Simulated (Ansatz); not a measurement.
## AlNi under pressure: fit and missing row

AlNi, P4/mmm, a = 2.859 Å, c = 2.869 Å. The structure is a Materials Project entry; whether it is the stable form wasn't checked. Ansatz: PBEsol, PAW, 420 eV, Γ-centred 16×16×14 mesh on 2 atoms, Gaussian smearing 0.10 eV; no spin polarisation. Cell and atoms are relaxed at each pressure, and no other structure is tried, so the rows at high pressure may lie past a change of phase.

| V (Å³/atom) | P (GPa) |
| --- | --- |
| 9.963 | 39.99 |
| 10.670 | 20.00 |
| 11.134 | 10.00 |
| 11.407 | 5.03 |
| ? | 2.01 |
| 11.724 | 0.00 |
| 11.863 | -2.00 |

Take V0 = 11.724 Å³/atom, fit the third-order Birch–Murnaghan form to the other rows, and predict the missing volume.

With the Eulerian strain f = ½[(V0/V)^(2/3) − 1] and y = P/[3f(1 + 2f)^(5/2)], the form is the line y = B0 + 1.5 B0 (B0′ − 4) f. Rows (f, y): 0.05731, 177.3; 0.03241, 175.8; 0.01751, 174.7; 0.00922, 173.7; -0.00391, 173.9. Means f = 0.02251, y = 175.08; Σ(Δf)² = 0.002209, ΣΔfΔy = 0.1358; the slope is their ratio. y = 173.7 + 61.48 f GPa, so B0 = 173.7 GPa and B0′ = 4 + 2 × (61.48)/(3 × 173.7) = 4.24. P = 2.01 GPa is met at f = 0.00378 (y = 173.93), so V = V0 (1 + 2f)^(−3/2) = 11.592 Å³/atom. The run gave 11.592 Å³/atom, the same to the digits shown.

The mesh isn't the same in all rows (16×16×14, 16×16×16).